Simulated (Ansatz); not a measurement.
# InP3: the cost of one run

Method: DFT PBEsol, scalar-relativistic, plane waves, PAW, in Ansatz 0.2.0.

3 further runs of the same task are left out: 1 that didn't finish, 2 set aside as unsound or not needed.

## (1) Starting point

The structure is trigonal, space group R-3m (No. 166). Conventional cell: a = 7.430 Å, b = 7.430 Å, c = 9.838 Å, α = 90.00°, β = 90.00°, γ = 120.00°. In (site symmetry 3m) is surrounded by 6 P at 2.64 to 2.87 Å. P (site symmetry m) has 2 P at 2.21 Å and 2 In at 2.64 to 2.87 Å as nearest neighbours.

Coordinates:

```cif
data_structure
_symmetry_space_group_name_H-M 'P 1'
_symmetry_Int_Tables_number 1
_cell_length_a 5.3996
_cell_length_b 5.3996
_cell_length_c 5.3996
_cell_angle_alpha 86.946
_cell_angle_beta 86.946
_cell_angle_gamma 86.946
_cell_volume 156.78
loop_
_atom_site_label
_atom_site_type_symbol
_atom_site_fract_x
_atom_site_fract_y
_atom_site_fract_z
_atom_site_occupancy
In1 In 0.27328 0.27328 0.27328 1
In2 In 0.72672 0.72672 0.72672 1
P1 P 0.79471 0.24119 0.79471 1
P2 P 0.79471 0.79471 0.24119 1
P3 P 0.24119 0.79471 0.79471 1
P4 P 0.20529 0.75881 0.20529 1
P5 P 0.75881 0.20529 0.20529 1
P6 P 0.20529 0.20529 0.75881 1
```

This cell was relaxed beforehand with the same method: volume 19.60 Å³/atom, gap on the mesh none (metal).

## (2) Zero of the scan

File input.yaml:

```yaml
crystal:
  lattice:
    - [3.7149867624, 2.1448486073, 3.279376312]
    - [-3.7149867624, 2.1448486073, 3.279376312]
    - [0.0, -4.2896972146, 3.279376312]
  atoms:
    - { symbol: In, position: [0.2732788992, 0.2732788992, 0.2732788992] }
    - { symbol: In, position: [0.7267211008, 0.7267211008, 0.7267211008] }
    - { symbol: P, position: [0.794710882, 0.2411926338, 0.794710882] }
    - { symbol: P, position: [0.794710882, 0.794710882, 0.2411926338] }
    - { symbol: P, position: [0.2411926338, 0.794710882, 0.794710882] }
    - { symbol: P, position: [0.205289118, 0.7588073662, 0.205289118] }
    - { symbol: P, position: [0.7588073662, 0.205289118, 0.205289118] }
    - { symbol: P, position: [0.205289118, 0.205289118, 0.7588073662] }
basis:
  ecutwfc: 420
kpoints:
  mp_grid: { grid: [6, 6, 6] }
hamiltonian:
  xc: pbesol
scf:
  occupations: { method: gaussian, width: 0.15 }
output:
  forces: true
  stress: true
  eigenvalues: true
```

The run is started by

```console
$ ansatz run input.yaml --threads 2 --pin off --max-ram 5120MiB --backend cpu --events-out ev --progress --plain --runs-dir out
```

Q: Estimate wall time and peak memory on 2 threads of Arm Neoverse V2, shared host.

About 5 s, with a peak of 0.48 GiB.
